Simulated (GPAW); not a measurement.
Crystal: Fe.

```
Fe
1.0
    -1.44300    1.44300    1.44300
     1.44300   -1.44300    1.44300
     1.44300    1.44300   -1.44300
Fe
1
Direct
  0.00000 0.00000 0.00000
```

| Property | Result |
| --- | --- |
| Program | GPAW 26.7.0 |
| Task | relaxation of cell and atoms |
| Functional | PBEsol |
| Potentials or basis | PAW data sets generated in the run's folder for this functional |
| Cutoff | 600 eV |
| Basis | pw |
| k mesh | 13 × 13 × 13 |
| Occupations | fermi-dirac, width 0.05 eV |
| Spin | collinear spin, ferromagnetic start |
| Starting moments | [3.0] μB |

At the start: pressure -16.0 GPa; volume 12.02 Å³/atom.

Problem. How do energy, volume and symmetry change on relaxing?

Solution. Over 4 steps the energy falls by 60.5 meV/atom and the volume is 10.95 Å³/atom (-8.9 %); space group Im-3m (No. 229, to 0.05 Å); moment 2.07 μB per cell.

Step by step:
```
step  energy change (eV)  largest force (eV/Å)  pressure (GPa)  volume (Å³)
   1              0.0000                0.0000          -15.96        12.02
   2             -0.0475                0.0000           -8.69        11.42
   3             -0.0592                0.0000            2.83        10.81
   4             -0.0605                0.0000           -0.15        10.95
```

Final structure:
```
CELL_PARAMETERS angstrom
-1.39879 1.39879 1.39879
1.39879 -1.39879 1.39879
1.39879 1.39879 -1.39879
ATOMIC_POSITIONS crystal
Fe 0.00000 0.00000 0.00000
```

Caveat: each step starts from the last one's moments, so a moment once lost doesn't come back; later steps reuse the first step's grids.
